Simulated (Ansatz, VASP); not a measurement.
Two plane-wave programs on ZnAu

INCAR

```
ALGO = Normal ; EDIFF = 1E-6
ENCUT = 520 ; GGA = PS
ISIF = 2 ; ISMEAR = 0
LASPH = True ; LCHARG = False
LREAL = False ; LWAVE = False
NBANDS = 18 ; NELM = 100
PREC = Accurate ; SIGMA = 0.15
```

The input KPOINTS:

```
k-points
0
Gamma
  16 16 16
```

File POSCAR:

```
ZnAu
1.0
    3.1470000000      0.0000000000      0.0000000000
    0.0000000000      3.1470000000      0.0000000000
    0.0000000000      0.0000000000      3.1470000000
Zn Au
1 1
Direct
    0.5000000000      0.5000000000      0.5000000000
    0.0000000000      0.0000000000      0.0000000000
```

Input for Ansatz:

```yaml
crystal:
  lattice:
    - [3.147, 0.0, 0.0]
    - [0.0, 3.147, 0.0]
    - [0.0, 0.0, 3.147]
  atoms:
    - { symbol: Zn, position: [0.5, 0.5, 0.5] }
    - { symbol: Au, position: [0.0, 0.0, 0.0] }
basis:
  ecutwfc: 420
kpoints:
  mp_grid: { grid: [16, 16, 16] }
hamiltonian:
  xc: pbesol
scf:
  occupations: { method: gaussian, width: 0.15 }
output:
  forces: true
  stress: true
  eigenvalues: true
```

Alike in both runs: task single point; functional PBEsol; k mesh 16 × 16 × 16; occupations gaussian, width 0.15 eV; no spin polarisation.

|  | VASP | Ansatz |
| --- | --- | --- |
| version | VASP 6.6.1 | Ansatz 0.2.0 |
| potentials or method | VASP PAW PBE potentials, release 64 (Zn, Au) | scalar-relativistic, plane waves, PAW |
| plane-wave cutoff (eV) | 520 | 420 |
| valence electrons in the cell | 23 | 31 |

VASP gave:

| Item | Value |
| --- | --- |
| gap on the k mesh at the Fermi level (eV) | none |
| pressure (GPa) | -2.3 |

Question: Which values does Ansatz return?

Answer: gap on the k mesh at the Fermi level (eV): none; pressure (GPa): -2.5.

A gap of «none» marks a metal or a gap that the smearing closes. With one functional, cell and mesh, what is left measures potentials, basis and numerics. The two sets of potentials don't hold the same shells in valence.

Caveats: the PAW data sets were made with another functional, which shifts forces and pressure a little (VASP). The runs have no spin-orbit coupling, so splittings on Au are missing.
